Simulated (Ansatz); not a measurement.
The system is BaTiO3.

```
CELL_PARAMETERS angstrom
2.82767 1.63255 2.31773
-2.82767 1.63255 2.31773
0.00000 -3.26511 2.31773
ATOMIC_POSITIONS crystal
Ba 0.03347 0.98847 0.00184
Ti 0.50610 0.52748 0.53723
O 0.48625 0.49715 0.97115
O 0.47409 0.98642 0.47201
O 0.97879 0.47918 0.49647
```

* Program: Ansatz 0.2.0
* Task: relaxation of cell and atoms
* Functional: r2SCAN
* Dispersion: D3(BJ)
* Potentials or basis: Ansatz PAW
* Cutoff: 500 eV (not typed: the program's choice for these potentials)
* k mesh: 7 × 7 × 7
* Occupations: fermi-dirac, width 0.05 eV
* Spin: no spin polarisation

At the start: volume 12.84 Å³/atom.

Task: How do energy, volume and symmetry change on relaxing?

Result: It ends after 8 steps and the volume is 12.85 Å³/atom (+0.1 %); space group R3m (No. 160, to 0.05 Å).

Step by step:
```csv
step,energy change (eV),largest force (eV/Å),volume (Å³)
1,0.0000,2.2011,64.20
2,-0.1787,0.9725,65.47
3,-0.2136,0.0226,62.35
4,-0.2522,0.0546,64.35
5,-0.2533,0.0147,64.25
6,-0.2534,0.0079,64.27
7,-0.2534,0.0005,64.26
8,-0.2534,0.0005,64.26
```

Final structure:
```
CELL_PARAMETERS angstrom
2.82827 1.63289 2.31911
-2.82815 1.63282 2.31901
0.00000 -3.26585 2.31916
ATOMIC_POSITIONS crystal
Ba 0.00191 0.00190 0.00192
Ti 0.51440 0.51437 0.51441
O 0.49019 0.49020 0.98199
O 0.49019 0.98202 0.49018
O 0.98200 0.49020 0.49019
```

Caveat: the plane-wave basis is chosen anew once the cell has moved, so the energies of steps on either side of that aren't comparable; the PAW data sets come from PBE, with cores solved anew for the run's functional, which leaves a small shift of forces and pressure; the dispersion damping was fitted for another functional or another form of the correction.
